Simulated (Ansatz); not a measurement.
A series in volume scale on Li

All results are calculated (Ansatz 0.2.0). Periodic Kohn-Sham DFT of a crystal at fixed atoms, scaled to volume_scale times the given cell; pressure positive in compression, energy less spherical unpolarised free atoms, largest_vzz the field gradient of largest size among the nuclei.

The cell before it is scaled or strained (space group Fm-3m, No. 225):
```
Li
1.0
      0.0000     2.1668     2.1668
      2.1668     0.0000     2.1668
      2.1668     2.1668     0.0000
Li
1
Direct
  0.00000 0.00000 0.00000
```

Settings of every row: method frozen-core PAW; functional LDA; relativity scalar; k mesh 16x16x16; filling fermi-dirac; smearing width 0.08 eV; wave cutoff 420 eV; paw set soft_2.

Atom start moment: 0 on all atoms.

Limits: PAW files made with PBE; the cell comes from a prototype or a list of computed structures and needn't be the stable phase.

| row | volume scale | V (Å³/atom) | pressure (GPa) |
| --- | --- | --- | --- |
| 1 | 0.96 | 19.532 | -0.434 |
| 2 | 0.98 | 19.939 | ? |
| 3 | 1 | 20.347 | -0.949 |
| 4 | 1.02 | 20.753 | -1.173 |
| 5 | 1.04 | 21.16 | -1.377 |

Question: what pressure should row 2 give?

Worked fit of pressure. Take u = (V_r/V)^(2/3) − 1 with V_r = 20.55 Å³ an atom, which is twice the finite (Eulerian) strain; such expansions in the strain, on which the Birch-Murnaghan equation of state is built, carry the rest volume and the bulk modulus. The shown rows have u = 0.03445, 0.00664, -0.00653, -0.01931. Least squares give pressure = −1.0635 + 16.97 × u + 37.88 × u² GPa; a straight line predicts inner rows, each left out in turn, worse (root mean square 0.017 against 0.00053 GPa). All shown rows lie on it to the printed digit. The withheld row has u = 0.02033, so the fit gives −1.0635 + 16.97 × (0.02033) + 37.88 × (0.02033)² = -0.703 GPa.

The calculation gave -0.703 GPa. The fit meets it to the printed digit.
